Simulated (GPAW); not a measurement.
Runs of GPAW 26.7.0 on CdSe. The structure is cubic, space group F-43m (No. 216). Conventional cell: a = 6.141 Å, b = 6.141 Å, c = 6.141 Å, α = 90.00°, β = 90.00°, γ = 90.00°. Cd (site symmetry -43m) is surrounded by 4 Se at 2.66 Å. Se (site symmetry -43m) has 4 Cd at 2.66 Å as nearest neighbours. Measurements of this composition are mostly on another form, of space group No. 186.

```csv
task,level,potentials or basis,cell,smearing,eigensolver,optimizer,fmax,max steps,convergence,gap on the mesh (eV),pressure (GPa)
single point,PBE,"GPAW PAW data sets (gpaw-data 1.2.1), pw",as given,gaussian 0.03 eV,-,-,-,-,-,0.54,1.1
single point,PBEsol,"PAW data sets generated in the run's folder for this functional, pw",as given,gaussian 0.02 eV,-,-,-,-,-,0.42,-1.6
single point,PBE,"GPAW PAW data sets (gpaw-data 1.2.1), pw",as given,gaussian 0.029 eV,-,-,-,-,-,0.54,1.1
single point,RPBE,"the program's PAW data sets (release 1.2.1) made for this functional, pw",as given,gaussian 0.05 eV,-,-,-,-,-,0.72,(a)
relaxation of cell and atoms,BLYP+D4,"PAW data sets generated in the run's folder for this functional, pw",relaxed,fermi-dirac 0.05 eV,davidson,BFGS,0.02 eV/Å,60,density=1e-05 forces=0.0001,(b),0.0
```

Alike in all rows: no spin polarisation; k mesh 8 × 8 × 8; cutoff (eV) 600.

Estimate the missing entries.

(a) 3.0; (b) 0.47.

Caveats: the relaxation stopped at its first step, so nothing moved (some runs); later steps reuse the first step's grids (some runs).

A k mesh can miss the band edges, and the runs leave out spin-orbit coupling on Cd, Se.
